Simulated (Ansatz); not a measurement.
# BeS (F-43m) in Ansatz: notebook

The runs below take BeS through single point, equation of state, with PBEsol.

Everything below comes from runs of Ansatz 0.2.0. Logs are shortened: lines on timing, memory, paths and dates and some standing lists are left out, and cuts for length are marked.

## Step 1: The structure

The structure is cubic, space group F-43m (No. 216). The conventional cell has a = 4.850 Å, b = 4.850 Å, c = 4.850 Å, α = 90.00°, β = 90.00°, γ = 90.00°. Around S (site symmetry -43m) lie 4 Be at 2.10 Å. Be (site symmetry -43m) has 4 S at 2.10 Å as nearest neighbours.

## Step 2: Single point, PBEsol, 13.40 Å³/atom (volume scaled by 0.94)

File input.yaml:

```yaml
crystal:
  lattice:
    - [0.0, 2.3754963136, 2.3754963136]
    - [2.3754963136, 0.0, 2.3754963136]
    - [2.3754963136, 2.3754963136, 0.0]
  atoms:
    - { symbol: S, position: [0.75, 0.75, 0.75] }
    - { symbol: Be, position: [0.0, 0.0, 0.0] }
kpoints:
  mp_grid: { grid: [9, 9, 9] }
scf:
  occupations: { method: fermi_dirac, width: 0.05 }
hamiltonian:
  xc: pbesol
  pseudopotentials: { kind: all_electron, lapw: { basis_error: 0.001 } }
output:
  forces: true
  stress: true
  eigenvalues: true
```

Potentials or basis: all-electron LAPW, scalar-relativistic.

Launch:

```bash
$ ansatz run input.yaml --threads 1 --pin off --max-ram 3072MiB --backend cpu --events-out ev --progress --plain --runs-dir out
```

The program printed:

```text
Warning: RAYON_NUM_THREADS=1 ignored (pool sized by the plan → 1); use --threads N
LAPW: plane waves up to 7.865 Å⁻¹, error target 1.0e-3 eV per atom; small_component_spin mean_spin; Be in spheres of 0.937 Å, 4 of its electrons in bands, Dirac shells []; S in spheres of 1.120 Å, 14 of its electrons in bands, Dirac shells [] (how accurate: hamiltonian.pseudopotentials.lapw.basis_error, Limitations)
Engine: ansatz 0.2.0, x86_64-unknown-linux-gnu
Pseudopotentials: kind: all_electron
Pseudopotential: S, LAPW, valence charge 14, lapw/all_electron/scalar/gaussian/S, Koelling and Harmon's equation, gaussian nucleus
Pseudopotential: Be, LAPW, valence charge 4, lapw/all_electron/scalar/gaussian/Be, Koelling and Harmon's equation, gaussian nucleus
Functional definition: PBEsol
  exchange = pbesol_x
  correlation = pbesol_c
Crystal: 2 atoms, lattice volume = 26.810 Å³
Basis set: ecut = 235.70126659487167 eV, 229 PW (Γ), exchange–correlation at level 2
Bands: 13, of which v1, the nominal top of the filled ones, is band 9 counted from 1 (8 counted from 0)
Symmetry: 24 space group operations
Space group: F-43m (ITA 216), of the structure as read, at distance tolerance 3.0e-5 Å
k-points: 35 of 729 (time reversal used)
Non-local potential: S, projectors of the file, none
Non-local potential: Be, projectors of the file, none
Initial density: superposition of atomic densities (chi_scale 0.1, normalization cell, long waves kept (reshape's long-wave potential 0.00 eV rms))
Initial wavefunctions: plane waves of lowest kinetic energy (no species holds an atomic orbital)
Functional: x = pbesol(κ = 0.804, μ = 0.12345679012345678), c = pbesol(β = 0.046)
iter 1 solved again at ethr=3.38e-3 eV; its pass at ethr=1.00e-1 eV (dr2=6.09e-1 eV) is discarded
SCF iter   1: F=—  HF=-11247.405009 eV  |F-HF|=—  |Δ(HF+E_count)|=         —  Δρ=4.55e-2  dr2=6.09e-1  ethr=3.38e-3  ⟨swp⟩=2.0  Hψ=3423  notcnv=0
preconditioner: auto → none  [insulator: Δε(μ)=3.269 eV  Ē_g=13.216 eV  σ=0.050 eV  W_gap=1.00  n_scr=8 (ndim 8)  ℏωp=20.3 eV  f_vac=0.000  D(μ)=0.00/eV (n_scr^D=0)  ε∞_Penn≈3.4]
SCF iter   2: F=—  HF=-11247.218131 eV  |F-HF|=—  |Δ(HF+E_count)|=   1.87e-1  Δρ=1.77e-2  dr2=8.40e-2  ethr=3.38e-3  ⟨swp⟩=2.0  Hψ=1332  notcnv=0
iter 3 solved again at ethr=1.72e-5 eV; its pass at ethr=4.67e-4 eV (dr2=3.10e-3 eV) is discarded
SCF iter   3: F=—  HF=-11247.196966 eV  |F-HF|=—  |Δ(HF+E_count)|=   2.12e-2  Δρ=2.93e-3  dr2=3.11e-3  ethr=1.72e-5  ⟨swp⟩=2.0  Hψ=2276  notcnv=0
SCF iter   4: F=—  HF=-11247.196347 eV  |F-HF|=—  |Δ(HF+E_count)|=         —  Δρ=7.13e-4  dr2=1.14e-4  ethr=1.72e-5  ⟨swp⟩=2.0  Hψ=1198  notcnv=0
the basis was enlarged: its passes take 64.9 KiB over the memory plan, 1 of 1 planned eigensolver slots
SCF iter   5: F=—  HF=-11247.196397 eV  |F-HF|=—  |Δ(HF+E_count)|=   5.04e-5  Δρ=4.01e-5  dr2=2.76e-7  ethr=6.34e-7  ⟨swp⟩=2.0  Hψ=1201  notcnv=0
SCF iter   6: F=-11247.196397 eV  HF=-11247.196397 eV  |F-HF|=3.40e-9  |Δ(HF+E_count)|=   2.69e-8  Δρ=4.48e-6  dr2=3.39e-9  ethr=1.53e-9  ⟨swp⟩=3.0  Hψ=1305  notcnv=0
SCF 1 converged in 6 iterations: F = -11247.196397 eV  dr2 = 3.39e-9
SCF converged after 6 iterations
Free energy (F): -11247.196397 eV
Harris-Foulkes:  -11247.196397 eV  (|F-HF|=3.40e-9)
Internal energy: -11247.196397 eV  (E = F + TS)
E sigma→0 (E₀):  -11247.196397 eV
Fermi energy:    8.245124 eV
--- Per-component energies (eV) ---
  E_band       = -1418.208486
  E_kinetic    = 11292.142896
  E_xc         = -758.232585
  E_electrostatic = -21781.106708  (all electrons and nuclei)
  E_smearing   = -0.000000  (= −TS)
  E_closure    = 0.000000  (closes the sum)
  E_atoms      = -11236.685828  (free atoms, spherical and without spin; not in F)
  Σ components = -11247.196397   (vs F -11247.196397, Δ=0.00e0)
  Basis errors (estimates in eV, not in F): energy 6.1e-4 per atom: plane waves 5.7e-4 (3.4e-4 summed), levels above the bands 8.0e-81, relativity 1.6e-8, radial functions 3.8e-5, core shells 1.6e-14; eigenvalues (radial functions only) 3.3e-6; not estimated: angular momenta, meshes, grids; target (lapw.basis_error) 1.0e-3; muffin-tin radii Be 0.937 Å, S 1.120 Å
--- Forces (eV/Å), atoms counted from 1 ---
  atom   1  S      0.00000000    -0.00000000    -0.00000000
  atom   2  Be    -0.00000000     0.00000000     0.00000000
  max |Σ_I F_I| component: 2.08e-17 eV/Å
--- Stress (GPa, compression-positive) ---
        5.801994       0.000000      -0.000000
        0.000000       5.801994       0.000000
       -0.000000       0.000000       5.801994
  P = ⅓ Tr σ = 5.8020 GPa (58.020 kbar)
--- Band table (eV; the first three rows and the last of 35) ---
  k-point 0: bands = ["-197.1083", "-142.1482", "-142.1482", "-142.1482", "-91.1927", "-7.3297", "6.8159", "6.8159", "6.8159", "12.3627", "12.3627", "12.3627", "13.0527"]
  k-point 1: bands = ["-197.1083", "-142.1482", "-142.1482", "-142.1482", "-91.1927", "-7.1761", "5.7491", "6.6352", "6.6352", "12.4160", "12.6785", "12.6785", "14.0767"]
  k-point 2: bands = ["-197.1083", "-142.1482", "-142.1482", "-142.1482", "-91.1927", "-6.7407", "3.7551", "6.2532", "6.2532", "12.4266", "13.2293", "13.2293", "15.9833"]
  k-point 34: bands = ["-197.1083", "-142.1482", "-142.1482", "-142.1482", "-91.1926", "-4.9031", "2.0402", "2.6949", "3.4676", "12.9649", "14.2530", "15.3347", "16.9388"]
```

Wall time 12 s (1 thread of Intel Xeon at 2.50GHz (Skylake/Cascade Lake), shared host); peak memory 0.24 GiB.

What came out:

```yaml
Free_energy: -11247.1964 eV
Pressure: 5.8 GPa
Band_gap_on_the_k_mesh: 2.88 eV, indirect (least direct gap 5.55 eV)
```

Caveat: an odd mesh through Γ misses points on the zone boundary, where band edges often lie.

## Step 3: Single point, PBEsol, 13.69 Å³/atom (volume scaled by 0.96)

Edit input.yaml of step 2 so:

```diff
@@ -2,5 +2,5 @@
   lattice:
-    - [0.0, 2.3754963136, 2.3754963136]
-    - [2.3754963136, 0.0, 2.3754963136]
-    - [2.3754963136, 2.3754963136, 0.0]
+    - [0.0, 2.3922257121, 2.3922257121]
+    - [2.3922257121, 0.0, 2.3922257121]
+    - [2.3922257121, 2.3922257121, 0.0]
   atoms:
```

Potentials or basis: all-electron LAPW, scalar-relativistic.

Launch:

```bash
$ ansatz run input.yaml --threads 1 --pin off --max-ram 3072MiB --backend cpu --events-out ev --progress --plain --runs-dir out
```

Wall time 10 s (1 thread of Intel Xeon at 2.50GHz (Skylake/Cascade Lake), shared host); peak memory 0.24 GiB.

It converged, with:

| Property | Result |
| --- | --- |
| Free energy | -11247.2127 eV |
| Pressure | 3.4 GPa |
| Band gap on the k mesh | 2.93 eV, indirect (least direct gap 5.56 eV) |

Caveat: an odd mesh through Γ misses points on the zone boundary, where band edges often lie.

## Step 4: Single point, PBEsol, 13.98 Å³/atom (volume scaled by 0.98)

Edit input.yaml of step 3 so:

```diff
@@ -2,5 +2,5 @@
   lattice:
-    - [0.0, 2.3922257121, 2.3922257121]
-    - [2.3922257121, 0.0, 2.3922257121]
-    - [2.3922257121, 2.3922257121, 0.0]
+    - [0.0, 2.4087243418, 2.4087243418]
+    - [2.4087243418, 0.0, 2.4087243418]
+    - [2.4087243418, 2.4087243418, 0.0]
   atoms:
```

Launch:

```bash
$ ansatz run input.yaml --threads 1 --pin off --max-ram 3072MiB --backend cpu --events-out ev --progress --plain --runs-dir out
```

It took 11 s on 1 thread of Intel Xeon at 2.50GHz (Skylake/Cascade Lake), shared host; peak memory 0.24 GiB.

Results (log left out):

```
Free energy            : -11247.2208 eV
Pressure               : 1.2 GPa
Band gap on the k mesh : 2.98 eV, indirect (least direct gap 5.57 eV)
```

Caveat: an odd mesh through Γ misses points on the zone boundary, where band edges often lie.

## Step 5: Single point, PBEsol, 14.26 Å³/atom

Edit input.yaml of step 4 so:

```diff
@@ -2,5 +2,5 @@
   lattice:
-    - [0.0, 2.4087243418, 2.4087243418]
-    - [2.4087243418, 0.0, 2.4087243418]
-    - [2.4087243418, 2.4087243418, 0.0]
+    - [0.0, 2.425, 2.425]
+    - [2.425, 0.0, 2.425]
+    - [2.425, 2.425, 0.0]
   atoms:
```

Launch:

```bash
$ ansatz run input.yaml --threads 1 --pin off --max-ram 3072MiB --backend cpu --events-out ev --progress --plain --runs-dir out
```

Wall time 9.2 s (1 thread of Intel Xeon at 2.50GHz (Skylake/Cascade Lake), shared host); peak memory 0.24 GiB.

It converged, with:

| Quantity | Value |
| --- | --- |
| Free energy | -11247.2216 eV |
| Pressure | -0.8 GPa |
| Band gap on the k mesh | 3.02 eV, indirect (least direct gap 5.59 eV) |

Caveat: an odd mesh through Γ misses points on the zone boundary, where band edges often lie.

## Step 6: Single point, PBEsol, 14.55 Å³/atom (volume scaled by 1.02)

Edit input.yaml of step 5 so:

```diff
@@ -2,5 +2,5 @@
   lattice:
-    - [0.0, 2.425, 2.425]
-    - [2.425, 0.0, 2.425]
-    - [2.425, 2.425, 0.0]
+    - [0.0, 2.4410600707, 2.4410600707]
+    - [2.4410600707, 0.0, 2.4410600707]
+    - [2.4410600707, 2.4410600707, 0.0]
   atoms:
```

Potentials or basis: all-electron LAPW, scalar-relativistic.

Launch:

```bash
$ ansatz run input.yaml --threads 1 --pin off --max-ram 3072MiB --backend cpu --events-out ev --progress --plain --runs-dir out
```

Wall time 12 s (1 thread of Intel Xeon at 2.50GHz (Skylake/Cascade Lake), shared host); peak memory 0.24 GiB.

It converged, with:

```yaml
Free_energy: -11247.2157 eV
Pressure: -2.6 GPa
Band_gap_on_the_k_mesh: 3.06 eV, indirect (least direct gap 5.54 eV)
```

Caveat: an odd mesh through Γ misses points on the zone boundary, where band edges often lie.

## Step 7: Single point, PBEsol, 14.83 Å³/atom (volume scaled by 1.04)

Edit input.yaml of step 6 so:

```diff
@@ -2,5 +2,5 @@
   lattice:
-    - [0.0, 2.4410600707, 2.4410600707]
-    - [2.4410600707, 0.0, 2.4410600707]
-    - [2.4410600707, 2.4410600707, 0.0]
+    - [0.0, 2.4569115543, 2.4569115543]
+    - [2.4569115543, 0.0, 2.4569115543]
+    - [2.4569115543, 2.4569115543, 0.0]
   atoms:
```

Launch:

```bash
$ ansatz run input.yaml --threads 1 --pin off --max-ram 3072MiB --backend cpu --events-out ev --progress --plain --runs-dir out
```

Run time: 9.7 s. Hardware: 1 thread of Intel Xeon at 2.50GHz (Skylake/Cascade Lake), shared host; peak memory 0.24 GiB.

The run converged. Its results:

* Free energy: -11247.2036 eV
* Pressure: -4.2 GPa
* Band gap on the k mesh: 3.10 eV, indirect (least direct gap 5.38 eV)

Caveat: an odd mesh through Γ misses points on the zone boundary, where band edges often lie.

## Step 8: Single point, PBEsol, 15.12 Å³/atom (volume scaled by 1.06)

Edit input.yaml of step 7 so:

```diff
@@ -2,5 +2,5 @@
   lattice:
-    - [0.0, 2.4569115543, 2.4569115543]
-    - [2.4569115543, 0.0, 2.4569115543]
-    - [2.4569115543, 2.4569115543, 0.0]
+    - [0.0, 2.4725610944, 2.4725610944]
+    - [2.4725610944, 0.0, 2.4725610944]
+    - [2.4725610944, 2.4725610944, 0.0]
   atoms:
```

Launch:

```bash
$ ansatz run input.yaml --threads 1 --pin off --max-ram 3072MiB --backend cpu --events-out ev --progress --plain --runs-dir out
```

Run time: 9.8 s. Hardware: 1 thread of Intel Xeon at 2.50GHz (Skylake/Cascade Lake), shared host; peak memory 0.24 GiB.

The run converged. Its results:

```yaml
Free_energy: -11247.1860 eV
Pressure: -5.7 GPa
Band_gap_on_the_k_mesh: 3.14 eV, indirect (least direct gap 5.23 eV)
```

Caveat: an odd mesh through Γ misses points on the zone boundary, where band edges often lie.

## Step 9: Equation of state, PBEsol

Potentials or basis: all-electron LAPW, scalar-relativistic.

No new run: the results of the series are fitted here.

What came out:

- Equilibrium volume: 14.15 Å³/atom
- Bulk modulus: 97 GPa
- Pressure derivative of the bulk modulus: 3.8

Energy against volume, from the lowest point:
| volume (Å³/atom) | energy (meV/atom) |
| --- | --- |
| 13.405 | 12.60 |
| 13.690 | 4.45 |
| 13.975 | 0.38 |
| 14.261 | 0.00 |
| 14.546 | 2.97 |
| 14.831 | 9.00 |
| 15.116 | 17.79 |
